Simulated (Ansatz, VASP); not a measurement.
## InP in VASP and in Ansatz

```xyz
2
Lattice="0.0000 2.9395 2.9395 2.9395 0.0000 2.9395 2.9395 2.9395 0.0000" Properties=species:S:1:pos:R:3 pbc="T T T"
In    0.0000    0.0000    0.0000
P     4.4093    4.4093    4.4093
```

Alike in both runs: task single point; functional PBEsol; k mesh 16 × 16 × 16; occupations gaussian, width 0.02 eV; no spin polarisation.

|  | VASP | Ansatz |
| --- | --- | --- |
| version | VASP 6.6.1 | Ansatz 0.2.0 |
| potentials or method | VASP PAW PBE potentials, release 64 (In_d, P) | scalar-relativistic, plane waves, PAW |
| plane-wave cutoff (eV) | 520 | 420 |
| valence electrons in the cell | 18 | 18 |

```csv
,VASP,Ansatz,Ansatz less VASP
gap on the k mesh at the Fermi level (eV),0.57,0.56,-0.001
least direct gap on the mesh (eV),0.57,0.56,-0.001
pressure (GPa),0.0,0.0,+0.03
```

With one functional, cell and mesh, what is left measures potentials, basis and numerics. Ansatz warned: «pseudo_functional_mismatch».

Caveats: the PAW data sets were made with another functional, which shifts forces and pressure a little (VASP); spin-orbit coupling is left out, which moves the levels of the heavy elements. A hybrid or GW would open this gap; PBEsol tends to underestimate it.
